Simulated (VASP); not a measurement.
# AgCl (Chlorargyrite) (Fm-3m) in VASP: single point with PBE

Aim: the single point of AgCl (Chlorargyrite) with PBE.

All numbers are computed with VASP 6.6.1; they aren't measurements. Logs are shortened: lines on timing, memory, paths and dates and some standing lists are left out, and cuts for length are marked.

**1. The crystal as given**

It takes space group Fm-3m (No. 225, cubic). Conventional cell: a = 5.470 Å, b = 5.470 Å, c = 5.470 Å, α = 90.00°, β = 90.00°, γ = 90.00°. Ag (site symmetry m-3m) is surrounded by 6 Cl at 2.73 Å. Cl (site symmetry m-3m) is surrounded by 6 Ag at 2.73 Å.

**2. Single point, PBE**

Contents of INCAR:

```
SYSTEM = AgCl
PREC     = Accurate       ! precision mode
ENCUT    = 520            ! plane-wave cutoff, eV
EDIFF    = 1E-7           ! SCF threshold, eV
ISMEAR   = 1              ! smearing method
SIGMA    = 0.02           ! smearing width, eV
LREAL    = .False.        ! projectors in reciprocal space
LASPH    = .True.         ! aspherical terms in the spheres
NELM     = 60             ! most SCF steps
ALGO     = Normal         ! electronic algorithm
ISIF     = 2              ! what is computed and relaxed
LWAVE    = .False.        ! write WAVECAR
LCHARG   = .False.        ! write CHGCAR
GGA      = PE             ! functional
NBANDS   = 16             ! bands
```

Contents of KPOINTS:

```
Automatic mesh
0
Gamma
  3 3 3
  0 0 0
```

Contents of POSCAR:

```
AgCl
1.0
    0.0000000000      2.7350000000      2.7350000000
    2.7350000000      0.0000000000      2.7350000000
    2.7350000000      2.7350000000      0.0000000000
Ag Cl
1 1
Direct
    0.0000000000      0.0000000000      0.0000000000
    0.5000000000      0.5000000000      0.5000000000
```

Potentials or basis: VASP PAW PBE potentials, release 64 (Ag, Cl).

The run is started by

```bash
$ cat potpaw_PBE.64/Ag/POTCAR potpaw_PBE.64/Cl/POTCAR > POTCAR
$ mpirun -np 1 vasp_std > vasp.out
```

OUTCAR:

```text
SYSTEM = AgCl
   PREC = Accurate
   ENCUT = 520
   EDIFF = 1E-7
   ISMEAR = 1
   LREAL = .False.
   LASPH = .True.
   NELM = 60
   ISIF = 2
   GGA = PE

 ion  position               nearest neighbor table
   1  0.000  0.000  0.000-   2 2.73   2 2.73   2 2.73   2 2.73   2 2.73   2 2.73
   2  0.500  0.500  0.500-   1 2.73   1 2.73   1 2.73   1 2.73   1 2.73   1 2.73

  LATTYP: Found a face centered cubic cell.
 ALAT       =     5.4700000000

  Lattice vectors:

 A1 = (   0.0000000000,   2.7350000000,   2.7350000000)
 A2 = (   2.7350000000,   0.0000000000,   2.7350000000)
 A3 = (   2.7350000000,   2.7350000000,   0.0000000000)

Analysis of symmetry for initial positions (statically):
=====================================================================
 Subroutine PRICEL returns:
 Original cell was already a primitive cell.

 Routine SETGRP: Setting up the symmetry group for a
 face centered cubic supercell.

 Subroutine GETGRP returns: Found 48 space group operations
 (whereof 48 operations were pure point group operations)
 out of a pool of 48 trial point group operations.

The static configuration has the point symmetry O_h .

Analysis of symmetry for dynamics (positions and initial velocities):
=====================================================================
 Subroutine PRICEL returns:
 Original cell was already a primitive cell.

 Routine SETGRP: Setting up the symmetry group for a
 face centered cubic supercell.

 Subroutine GETGRP returns: Found 48 space group operations
 (whereof 48 operations were pure point group operations)
 out of a pool of 48 trial point group operations.

The dynamic configuration has the point symmetry O_h .

 Subroutine INISYM returns: Found 48 space group operations
 (whereof 48 operations are pure point group operations),
 and found     1 'primitive' translations

----------------------------------------------------------------------------------------

                                     Primitive cell

  volume of cell :      40.9168

  direct lattice vectors                    reciprocal lattice vectors
     0.000000000  2.735000000  2.735000000    -0.182815356  0.182815356  0.182815356
     2.735000000  0.000000000  2.735000000     0.182815356 -0.182815356  0.182815356
     2.735000000  2.735000000  0.000000000     0.182815356  0.182815356 -0.182815356

  length of vectors
     3.867874093  3.867874093  3.867874093     0.316645486  0.316645486  0.316645486

  position of ions in fractional coordinates (direct lattice)
     0.000000000  0.000000000  0.000000000
     0.500000000  0.500000000  0.500000000

  ion indices of the primitive-cell ions
   primitive index   ion index
                 1           1
                 2           2

----------------------------------------------------------------------------------------

 KPOINTS: Automatic mesh

Automatic generation of k-mesh.
 Grid dimensions read from file:
 generate k-points for:    3    3    3

 Generating k-lattice:

  Cartesian coordinates                     Fractional coordinates (reciprocal lattice)
    -0.060938452  0.060938452  0.060938452     0.333333333  0.000000000  0.000000000
     0.060938452 -0.060938452  0.060938452     0.000000000  0.333333333  0.000000000
     0.060938452  0.060938452 -0.060938452     0.000000000  0.000000000  0.333333333

  Length of vectors
     0.105548495  0.105548495  0.105548495

  Shift w.r.t. Gamma in fractional coordinates (k-lattice)
     0.000000000  0.000000000  0.000000000

 Subroutine IBZKPT returns following result:
 ===========================================

 Found      4 irreducible k-points:

 Following reciprocal coordinates:
            Coordinates               Weight
  0.000000  0.000000  0.000000      1.000000
  0.333333  0.000000  0.000000      8.000000
  0.333333  0.333333  0.000000      6.000000
 -0.333333  0.333333  0.000000     12.000000
   k-points           NKPTS =      4   k-points in BZ     NKDIM =      4   number of bands    NBANDS=     16
   number of dos      NEDOS =    301   number of ions     NIONS =      2
   total plane-waves  NPLWV =  27000
   dimension x,y,z NGX =    30 NGY =   30 NGZ =   30
   dimension x,y,z NGXF=    60 NGYF=   60 NGZF=   60
   ions per type =               1   1
   NGX,Y,Z   is equivalent  to a cutoff of  12.89, 12.89, 12.89 a.u.
   NGXF,Y,Z  is equivalent  to a cutoff of  25.79, 25.79, 25.79 a.u.
 SYSTEM =  AgCl
   PREC   = accura    normal or accurate (medium, high low for compatibility)
   ISTART =      0    job   : 0-new  1-cont  2-samecut
   ICHARG =      2    charge: 1-file 2-atom 10-const
   ISPIN  =      1    spin polarized calculation?
   LNONCOLLINEAR =      F non collinear calculations
   LSORBIT =      F    spin-orbit coupling
   LASPH  =      T    aspherical Exc in radial PAW
   ENCUT  =  520.0 eV  38.22 Ry    6.18 a.u.   7.19  7.19  7.19*2*pi/ulx,y,z
   NELM   =     60;   NELMIN=  2; NELMDL= -5     # of ELM steps
   EDIFF  = 0.1E-06   stopping-criterion for ELM
   LREAL  =      F    real-space projection
   EDIFFG = 0.1E-05   stopping-criterion for IOM
   NSW    =      0    number of steps for IOM
   IBRION =     -1    ionic relax: 0-MD 1-quasi-New 2-CG
   NFREE  =      0    steps in history (QN), initial steepest desc. (CG)
   ISIF   =      2    stress and relaxation
   ISYM   =      2    0-nonsym 1-usesym 2-fastsym
   POTIM  = 0.5000    time-step for ionic-motion
   TEBEG  =    0.0;   TEEND  =   0.0 temperature during run
   PSTRESS=    0.0 pullay stress
   NELECT =      18.0000    total number of electrons
   NUPDOWN=      -1.0000    fix difference up-down
   EMIN   =  10.00;   EMAX   =-10.00  energy-range for DOS
   EFERMI =   0.00;   METHOD = LEGACY
   ISMEAR =     1;   SIGMA  =   0.02  broadening in eV -4-tet -1-fermi 0-gaus
   EFERMI_NEDOS =   21; number of points for ismear=-14 and -15
   IALGO  =     38    algorithm
   IMIX   =      4    mixing-type and parameters
     AMIX     =   0.40;   BMIX     =  1.00
     AMIX_MAG =   1.60;   BMIX_MAG =  1.00
  volume/ion in A,a.u.               =      20.46       138.06
  Fermi-wavevector in a.u.,A,eV,Ry     =   1.245083  2.352866 21.092186  1.550232
  Thomas-Fermi vector in A             =   2.379321
   LORBIT       =      0    0 simple, 1 ext, 2 COOP (PROOUT), +10 PAW based schemes
   GGA     = PE    functional components
   LHFCALC =     F    Hartree Fock is set to
   AEXX    =    0.0000 exact exchange contribution
   IVDW    =     0    specifies the selected vdW correction
   LEPSILON=     F    determine dielectric tensor
   LRPA    =     F    only Hartree local field effects (RPA)
 non-spin polarized calculation
 Methfessel and Paxton  Order N= 1 SIGMA  =   0.02
  energy-cutoff  :      520.00
  volume of cell :       40.92
 maximum number of plane-waves:      1113
 NGX is ok and might be reduce to    30
   NGX = 15   NGY = 15   NGZ = 15

 number of electron      18.0000002 magnetization

 Free energy of the ion-electron system (eV)
  ---------------------------------------------------
  ext. energy  EPLUGINS =         0.00000000
  ---------------------------------------------------
  free energy    TOTEN  =        -5.30091143 eV

  energy without entropy =       -5.30159858  energy(sigma->0) =       -5.30114048

 E-fermi :   3.9784     XC(G=0): -10.1723

 val. band max:        3.9615727612   @ k =   0.3333   0.0000   0.0000
 cond. band min:       5.2750867287   @ k =   0.0000   0.0000   0.0000
 fundamental gap:      1.3135139675
 Fermi energy:         3.9784102950

 k-point     1 :       0.0000    0.0000    0.0000
  band No.  band energies     occupation
      1     -11.0250      2.00000
      2       1.7346      2.00000
      3       1.7346      2.00000
      4       1.7346      2.00000
      5       1.7806      2.00000
      6       1.7806      2.00000
[... 8 lines left out ...]
     15      17.9246      0.00000
     16      17.9246      0.00000

 k-point     2 :       0.3333    0.0000    0.0000
  band No.  band energies     occupation
      1     -10.6589      2.00000
      2      -0.6775      2.00000
      3       0.1751      2.00000
      4       0.1751      2.00000
      5       2.0357      2.00000
      6       2.0357      2.00000
[... 8 lines left out ...]
     15      17.2164      0.00000
     16      17.2655      0.00000

 k-point     3 :       0.3333    0.3333    0.0000
  band No.  band energies     occupation
      1     -10.6176      2.00000
      2      -0.5166      2.00000
      3       1.0690      2.00000
      4       1.0690      2.00000
      5       1.4620      2.00000
      6       1.9357      2.00000
[... 8 lines left out ...]
     15      19.3671      0.00000
     16      20.8560      0.00000

 k-point     4 :      -0.3333    0.3333    0.0000
  band No.  band energies     occupation
      1     -10.4842      2.00000
      2      -0.4873      2.00000
      3       0.0329      2.00000
      4       0.1417      2.00000
      5       2.0212      2.00000
      6       2.1571      2.00000
[... 8 lines left out ...]
     15      17.4329      0.00000
     16      20.8297      0.00000

------------------------ aborting loop because EDIFF is reached ----------------------------------------

  FORCE on cell =-STRESS in cart. coord.  units (eV):
  Direction    XX          YY          ZZ          XY          YZ          ZX
  --------------------------------------------------------------------------------------
  -------------------------------------------------------------------------------------
  Total        1.1035331      1.1035331      1.1035331      0.0000000      0.0000000     -0.0000000
  in kB       43.2109639     43.2109639     43.2109639      0.0000000      0.0000000     -0.0000000
  external PRESSURE =      43.2109639 kB  Pullay stress =       0.0000000 kB

 VOLUME and BASIS-vectors are now :
 -----------------------------------------------------------------------------
  energy-cutoff  :      520.00
  volume of cell :       40.92
      direct lattice vectors                 reciprocal lattice vectors
     0.000000000  2.735000000  2.735000000    -0.182815356  0.182815356  0.182815356
     2.735000000  0.000000000  2.735000000     0.182815356 -0.182815356  0.182815356
     2.735000000  2.735000000  0.000000000     0.182815356  0.182815356 -0.182815356

 POSITION                                       TOTAL-FORCE (eV/Angst)
 -----------------------------------------------------------------------------------
      0.00000      0.00000      0.00000        -0.000000     -0.000000     -0.000000
      2.73500      2.73500      2.73500         0.000000      0.000000      0.000000
 -----------------------------------------------------------------------------------
    total drift:                               -0.000000      0.000000      0.000000

  FREE ENERGIE OF THE ION-ELECTRON SYSTEM (eV)
  ---------------------------------------------------
  free  energy   TOTEN  =        -5.3009114258 eV

  energy  without entropy=       -5.3015985849  energy(sigma->0) =       -5.30114048
```

Run time: 8 s. Hardware: 1 thread of Intel Xeon Platinum 8488C (Sapphire Rapids), shared host; peak memory 0.16 GiB.

Results:

- Free energy: -5.3009 eV
- Pressure: 4.3 GPa
- Band gap on the k mesh: 1.31 eV, indirect (least direct gap 3.37 eV)

Caveat: the k mesh is coarse (spacing up to 0.66 Å⁻¹), so the values aren't converged; an odd mesh through Γ misses points on the zone boundary, where band edges often lie.
